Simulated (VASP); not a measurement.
Set up this calculation in VASP 6.6.1, as the native input.

```yaml
Task: relaxation of cell and atoms
Functional: PBEsol
Potentials_or_basis: VASP PAW PBE potentials, release 64 (Mg, Te)
Cutoff: 600 eV
k_mesh: 8 × 8 × 8
Occupations: gaussian, width 0.03 eV
Spin: no spin polarisation
Further_INCAR_settings: ALGO = Normal; EDIFF = 1e-06; IBRION = 2; EDIFFG = -0.01; NSW = 90; ISIF = 3
```

The structure of MgTe lies in POSCAR:

```
MgTe
1.0
    0.0000000000      3.2319988200      3.2319988200
    3.2319988200      0.0000000000      3.2319988200
    3.2319988200      3.2319988200      0.0000000000
Mg Te
1 1
Direct
    0.0000000000      0.0000000000      0.0000000000
    0.2500000000      0.2500000000      0.2500000000
```

The cell was built by a generator and needn't be a form met in nature.

One way to write it, as run:

INCAR

```
SYSTEM = MgTe
ALGO     = Normal         ! electronic algorithm
EDIFF    = 1E-6           ! SCF threshold, eV
EDIFFG   = -0.01          ! ionic threshold
ENCUT    = 600            ! plane-wave cutoff, eV
GGA      = PS             ! functional
IBRION   = 2              ! ionic algorithm
ISIF     = 3              ! what is computed and relaxed
ISMEAR   = 0              ! smearing method
KPAR     = 2            
LASPH    = .TRUE.         ! aspherical terms in the spheres
LCHARG   = .FALSE.        ! write CHGCAR
LREAL    = .FALSE.        ! projectors in reciprocal space
LWAVE    = .FALSE.        ! write WAVECAR
NELM     = 80             ! most SCF steps
NSW      = 90             ! ionic steps
PREC     = Accurate       ! precision mode
SIGMA    = 0.03           ! smearing width, eV
```

KPOINTS

```
k-points
0
G
  8 8 8
  0 0 0
```

Potentials or basis: VASP PAW PBE potentials, release 64 (Mg, Te).

The run is started by

```console
$ cat potpaw_PBE.64/Mg/POTCAR potpaw_PBE.64/Te/POTCAR > POTCAR
$ mpirun -np 2 vasp_std > vasp.out
```

Results of the run:

- Relaxed volume: 33.37 Å³/atom
- Relaxed cell: a = 4.553 Å, b = 4.553 Å, c = 4.553 Å, α = 60.00°, β = 60.00°, γ = 60.00°
- Space group after relaxing (to 0.05 Å): F-43m (No. 216)
- Energy gained by relaxing: 0.4 meV/atom
- Ionic steps: 2
- Pressure after relaxing: 0.0 GPa
- Band gap on the k mesh: 2.35 eV, direct

Caveat: the PAW data sets were made with another functional, which shifts forces and pressure a little; spin-orbit coupling is left out, which moves the levels of the heavy elements.

Wall time 32 s on 2 MPI ranks on Intel(R) Xeon(R) Platinum 8488C (Sapphire Rapids) (shared host), peak memory 0.23 GiB a rank.
